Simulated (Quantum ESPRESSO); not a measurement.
# Co (P-3m1) in Quantum ESPRESSO: further runs, part 2 of 2

Quantum ESPRESSO 7.5. Earlier steps stand in the parts before.

## Step 10: Band structure, PBEsol, collinear spin, ferromagnetic start

File pw.in:

```
&CONTROL
  calculation = 'scf'
  prefix = 'pwscf'
  outdir = './tmp'
  pseudo_dir = './pseudo'
  tprnfor = .true.
  tstress = .true.
  disk_io = 'low'
/
&SYSTEM
  ibrav = 0
  celldm(1) = 8
  nat = 2
  ntyp = 1
  ecutwfc = 56
  ecutrho = 448
  nbnd = 28
  occupations = 'smearing'
  smearing = 'fd'
  degauss = 0.00367493
  nspin = 2
  starting_magnetization(1) = 0.1176
/
&ELECTRONS
  conv_thr = 4d-10
  electron_maxstep = 120
  mixing_beta = 0.3
/
ATOMIC_SPECIES
Co    58.9332 co_pbesol_v1.2.uspp.F.UPF
CELL_PARAMETERS alat
  0.5875547979370   0.0000000000000   0.0000000000000
 -0.2937773989685   0.5088373811308   0.0000000000000
  0.0000000000000   0.0000000000000   0.9598130408116
ATOMIC_POSITIONS crystal
Co     0.3333333333    0.6666666667    0.7401390000
Co     0.6666666667    0.3333333333    0.2598610000
K_POINTS automatic
12 12 7 0 0 0
```

File bands.in:

```
&CONTROL
  calculation = 'bands'
  prefix = 'pwscf'
  outdir = './tmp'
  pseudo_dir = './pseudo'
  disk_io = 'low'
  verbosity = 'high'
/
&SYSTEM
  ibrav = 0
  celldm(1) = 8
  nat = 2
  ntyp = 1
  ecutwfc = 56
  ecutrho = 448
  nbnd = 28
  occupations = 'smearing'
  smearing = 'fd'
  degauss = 0.00367493
  nspin = 2
  starting_magnetization(1) = 0.1176
/
&ELECTRONS
  conv_thr = 1d-08
  electron_maxstep = 120
  mixing_beta = 0.3
  diago_full_acc = .true.
  startingwfc = 'random'
/
ATOMIC_SPECIES
Co    58.9332 co_pbesol_v1.2.uspp.F.UPF
CELL_PARAMETERS alat
  0.5875547979370   0.0000000000000   0.0000000000000
 -0.2937773989685   0.5088373811308   0.0000000000000
  0.0000000000000   0.0000000000000   0.9598130408116
ATOMIC_POSITIONS crystal
Co     0.3333333333    0.6666666667    0.7401390000
Co     0.6666666667    0.3333333333    0.2598610000
K_POINTS crystal
60
 0.0000000000  0.0000000000  0.0000000000 1
 0.0625000000  0.0000000000  0.0000000000 1
 0.1250000000  0.0000000000  0.0000000000 1
 0.1875000000  0.0000000000  0.0000000000 1
 0.2500000000  0.0000000000  0.0000000000 1
 0.3125000000  0.0000000000  0.0000000000 1
 0.3750000000  0.0000000000  0.0000000000 1
 0.4375000000  0.0000000000  0.0000000000 1
 0.5000000000  0.0000000000  0.0000000000 1
 0.4583333333  0.0833333333  0.0000000000 1
 0.4166666667  0.1666666667  0.0000000000 1
 0.3750000000  0.2500000000  0.0000000000 1
 0.3333333333  0.3333333333  0.0000000000 1
 0.2962962963  0.2962962963  0.0000000000 1
 0.2592592593  0.2592592593  0.0000000000 1
 0.2222222222  0.2222222222  0.0000000000 1
 0.1851851852  0.1851851852  0.0000000000 1
 0.1481481481  0.1481481481  0.0000000000 1
 0.1111111111  0.1111111111  0.0000000000 1
 0.0740740741  0.0740740741  0.0000000000 1
 0.0370370370  0.0370370370  0.0000000000 1
 0.0000000000  0.0000000000  0.0000000000 1
 0.0000000000  0.0000000000  0.1250000000 1
 0.0000000000  0.0000000000  0.2500000000 1
 0.0000000000  0.0000000000  0.3750000000 1
 0.0000000000  0.0000000000  0.5000000000 1
 0.0625000000  0.0000000000  0.5000000000 1
 0.1250000000  0.0000000000  0.5000000000 1
 0.1875000000  0.0000000000  0.5000000000 1
 0.2500000000  0.0000000000  0.5000000000 1
 0.3125000000  0.0000000000  0.5000000000 1
 0.3750000000  0.0000000000  0.5000000000 1
 0.4375000000  0.0000000000  0.5000000000 1
 0.5000000000  0.0000000000  0.5000000000 1
 0.4666666667  0.0666666667  0.5000000000 1
 0.4333333333  0.1333333333  0.5000000000 1
 0.4000000000  0.2000000000  0.5000000000 1
 0.3666666667  0.2666666667  0.5000000000 1
 0.3333333333  0.3333333333  0.5000000000 1
 0.3000000000  0.3000000000  0.5000000000 1
 0.2666666667  0.2666666667  0.5000000000 1
 0.2333333333  0.2333333333  0.5000000000 1
 0.2000000000  0.2000000000  0.5000000000 1
 0.1666666667  0.1666666667  0.5000000000 1
 0.1333333333  0.1333333333  0.5000000000 1
 0.1000000000  0.1000000000  0.5000000000 1
 0.0666666667  0.0666666667  0.5000000000 1
 0.0333333333  0.0333333333  0.5000000000 1
 0.0000000000  0.0000000000  0.5000000000 1
 0.5000000000  0.0000000000  0.5000000000 1
 0.5000000000  0.0000000000  0.4000000000 1
 0.5000000000  0.0000000000  0.3000000000 1
 0.5000000000  0.0000000000  0.2000000000 1
 0.5000000000  0.0000000000  0.1000000000 1
 0.5000000000  0.0000000000  0.0000000000 1
 0.3333333333  0.3333333333  0.0000000000 1
 0.3333333333  0.3333333333  0.1250000000 1
 0.3333333333  0.3333333333  0.2500000000 1
 0.3333333333  0.3333333333  0.3750000000 1
 0.3333333333  0.3333333333  0.5000000000 1
```

Potentials or basis: GBRV 1.5 PBEsol.

The run is started by

```bash
$ OMP_NUM_THREADS=1 mpirun -n 2 pw.x -nk 2 -in pw.in > pw.out
$ OMP_NUM_THREADS=1 mpirun -n 2 pw.x -nk 2 -in bands.in > bands.out
```

Wall time 38 s (2 MPI ranks of Intel Xeon 6975P-C (Granite Rapids), shared host); peak memory 0.28 GiB.

The run converged. Its results:

```
Free energy                                           : -8116.4125 eV
Pressure                                              : -9.1 GPa
Largest force                                         : 0.440 eV/Å
Band gap on the k mesh                                : none (metal or under the smearing width)
Net moment                                            : 3.34 μB per cell
Absolute moment                                       : 3.67 μB per cell
Site moments                                          : Co +1.75 μB
Valence electrons inside the program's atomic spheres : Co 15.45
```

Forces in eV/Å, atoms in the order of the input:
```
Co   0.000  0.000  0.440
Co   0.000  0.000 -0.440
```

Stress tensor (GPa, compression positive):
```
 -8.21   0.00   0.00
  0.00  -8.21   0.00
  0.00   0.00 -10.93
```

Levels at the corners of the path, in eV from the Fermi level:
Spin up:
```tsv
point	band 15	band 16	band 17	band 18	band 19	band 20	band 21	band 22
Γ	-2.46	-2.03	-2.03	-0.96	-0.96	-0.38	5.95	21.75
M	-2.35	-0.81	-0.78	-0.64	1.14	3.15	9.23	10.18
K	-2.09	-1.08	-1.08	-0.99	4.35	5.15	5.15	12.07
Γ	-2.46	-2.03	-2.03	-0.96	-0.96	-0.38	5.95	21.75
A	-2.78	-2.78	-1.37	-1.37	-1.18	-1.18	13.90	15.06
L	-1.26	-1.17	-0.75	-0.70	1.26	1.54	6.91	7.20
H	-2.18	-1.91	-0.92	-0.92	5.54	5.54	7.00	7.27
A	-2.78	-2.78	-1.37	-1.37	-1.18	-1.18	13.90	15.06
L	-1.26	-1.17	-0.75	-0.70	1.26	1.54	6.91	7.20
M	-2.35	-0.81	-0.78	-0.64	1.14	3.15	9.23	10.18
K	-2.09	-1.08	-1.08	-0.99	4.35	5.15	5.15	12.07
H	-2.18	-1.91	-0.92	-0.92	5.54	5.54	7.00	7.27
```
Spin down:
| point | band 12 | band 13 | band 14 | band 15 | band 16 | band 17 | band 18 | band 19 |
| --- | --- | --- | --- | --- | --- | --- | --- | --- |
| Γ | -0.95 | -0.95 | -0.62 | -0.62 | -0.32 | -0.07 | -0.07 | 1.11 |
| M | -1.88 | -1.08 | -1.06 | -0.63 | 1.27 | 1.35 | 1.43 | 2.56 |
| K | -2.65 | -1.37 | -1.37 | -0.33 | 0.94 | 0.94 | 1.09 | 5.28 |
| Γ | -0.95 | -0.95 | -0.62 | -0.62 | -0.32 | -0.07 | -0.07 | 1.11 |
| A | -1.34 | -1.00 | -1.00 | -1.00 | -1.00 | 0.68 | 0.68 | 0.84 |
| L | -2.24 | -0.22 | 0.16 | 0.18 | 0.28 | 1.34 | 1.38 | 1.99 |
| H | -2.43 | -1.74 | -1.74 | -0.36 | 0.02 | 1.13 | 1.13 | 6.32 |
| A | -1.34 | -1.00 | -1.00 | -1.00 | -1.00 | 0.68 | 0.68 | 0.84 |
| L | -2.24 | -0.22 | 0.16 | 0.18 | 0.28 | 1.34 | 1.38 | 1.99 |
| M | -1.88 | -1.08 | -1.06 | -0.63 | 1.27 | 1.35 | 1.43 | 2.56 |
| K | -2.65 | -1.37 | -1.37 | -0.33 | 0.94 | 0.94 | 1.09 | 5.28 |
| H | -2.43 | -1.74 | -1.74 | -0.36 | 0.02 | 1.13 | 1.13 | 6.32 |
